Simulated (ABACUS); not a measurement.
# MgSe in ABACUS: the effect of functional

MgSe:

```
Se Mg
1.0
    -2.66986    0.00000    2.66986
     0.00000    2.66986    2.66986
    -2.66986    2.66986    0.00000
Se Mg
1 1
Direct
  0.50000 0.50000 0.50000
  0.00000 0.00000 0.00000
```

The cell isn't the ideal one: volume scaled by 0.94.

Alike in all runs:

```yaml
Program: ABACUS 3.10.1
Task: equation of state
Potentials_or_basis: SG15 ONCV 1.2 PBE
Cutoff: 1184 eV
Density_cutoff: 4735 eV
Basis: plane waves
k_mesh: 6 × 6 × 6
Occupations: fermi-dirac, width 0.05 eV
Spin: no spin polarisation
```

```tsv
functional	gap on the mesh (eV)	pressure (GPa)
LDA	?	?
PBE	1.89	6.9
PBEsol	1.80	5.5
PW91	1.92	7.1
WC	1.86	6.0
SCAN	2.58	6.0
TPSS	2.28	7.2
```

What does the run with functional LDA give?

gap on the mesh 1.56 eV; pressure 3.3 GPa.

Caveats: the potentials were made for another functional, which shifts forces and pressure (some runs).

A k mesh can miss the band edges.
